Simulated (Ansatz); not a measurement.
# Be (omega type): the cost of one run

Computed with Ansatz 0.2.0 (DFT PBE, with the methods named in each step, unless a step's input says otherwise).

## 1. Starting point

The structure is hexagonal, space group P6/mmm (No. 191). The conventional cell has a = 3.570 Å, b = 3.570 Å, c = 2.192 Å, α = 90.00°, β = 90.00°, γ = 120.00°. Around Be (site symmetry 6/mmm) lie 14 Be at 2.19 to 2.33 Å. Be (site symmetry -6m2) has 11 Be at 2.06 to 2.33 Å as nearest neighbours.

Structure file:

```
Be
1.0
     3.57040    0.00000    0.00000
    -1.78520    3.09206    0.00000
     0.00000    0.00000    2.19181
Be
3
Direct
  0.00000 0.00000 0.00000
  0.33333 0.66667 0.50000
  0.66667 0.33333 0.50000
```

Whether this phase is the stable one at these pressures isn't tested.

Atoms are numbered in the order of the input: Be1, Be2, Be3.

## 2. The reference volume, LAPW

input.yaml reads:

```yaml
crystal:
  lattice:
    - [3.5704024111, 0.0, 0.0]
    - [-1.7852012055, 3.0920591897, 0.0]
    - [0.0, 0.0, 2.1918117984]
  atoms:
    - { symbol: Be, position: [0.0, 0.0, 0.0] }
    - { symbol: Be, position: [0.3333333333, 0.6666666667, 0.5] }
    - { symbol: Be, position: [0.6666666667, 0.3333333333, 0.5] }
kpoints:
  mp_grid: { grid: [10, 10, 14] }
  band_path:
    path:
      - [0.0, 0.0, 0.0]
      - [0.5, 0.0, 0.0]
      - [0.3333333333, 0.3333333333, 0.0]
      - [0.0, 0.0, 0.0]
      - [0.0, 0.0, 0.5]
      - [0.5, 0.0, 0.5]
      - [0.3333333333, 0.3333333333, 0.5]
      - [0.0, 0.0, 0.5]
      - [0.5, 0.0, 0.5]
    npoints: 14
scf:
  occupations: { method: fermi_dirac, width: 0.08 }
hamiltonian:
  xc: pbe
  pseudopotentials: { kind: all_electron, lapw: { basis_error: 0.001 } }
output:
  forces: true
  stress: true
  eigenvalues: true
  populations: true
  dos: { projected: true, de: 0.2, e_range: [-14, 8] }
```

Command:

```console
$ ansatz run input.yaml --threads 1 --pin off --max-ram 3072MiB --backend cpu --events-out ev --progress --plain --runs-dir out
```

**Question.** How long does this run take on 1 thread of Arm Neoverse V2, shared host, and how much memory does it need?

About 5.3 s, with a peak of 0.23 GiB.
